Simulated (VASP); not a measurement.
Na2S:

```
CELL_PARAMETERS angstrom
0.00000 3.24915 3.24915
3.24915 0.00000 3.24915
3.24915 3.24915 0.00000
ATOMIC_POSITIONS crystal
Na 0.25000 0.25000 0.25000
Na 0.75000 0.75000 0.75000
S 0.00000 0.00000 0.00000
```

The cell comes from a database or a generator and needn't be the stable form of this composition.

- Program: VASP 6.6.1
- Task: relaxation of cell and atoms
- Functional: RPBE
- Potentials or basis: VASP PAW PBE potentials, release 64 (Na_pv, S)
- Cutoff: 600 eV
- k mesh: 8 × 8 × 8
- Occupations: gaussian, width 0.02 eV
- Spin: no spin polarisation

At the start: pressure 2.5 GPa; volume 22.87 Å³/atom.

Problem. Where does the relaxation end?

Solution. Over 4 steps the energy falls by 14.2 meV/atom and the volume is 24.83 Å³/atom (+8.6 %); space group Fm-3m (No. 225, to 0.05 Å).

Step by step:
```tsv
step	energy change (eV)	largest force (eV/Å)	pressure (GPa)	volume (Å³)
1	0.0000	0.0000	2.49	68.60
2	-0.0366	0.0000	0.85	72.19
3	-0.0425	0.0000	-0.09	74.77
4	-0.0426	0.0000	0.01	74.50
```

Final structure:
```cif
data_structure
_symmetry_space_group_name_H-M 'P 1'
_symmetry_Int_Tables_number 1
_cell_length_a 4.7231
_cell_length_b 4.7231
_cell_length_c 4.7231
_cell_angle_alpha 60.000
_cell_angle_beta 60.000
_cell_angle_gamma 60.000
_cell_volume 74.50
loop_
_atom_site_label
_atom_site_type_symbol
_atom_site_fract_x
_atom_site_fract_y
_atom_site_fract_z
_atom_site_occupancy
Na1 Na 0.25000 0.25000 0.25000 1
Na2 Na 0.75000 0.75000 0.75000 1
S1 S 0.00000 0.00000 0.00000 1
```

Caveat: the PAW data sets were made with another functional, which shifts forces and pressure a little.
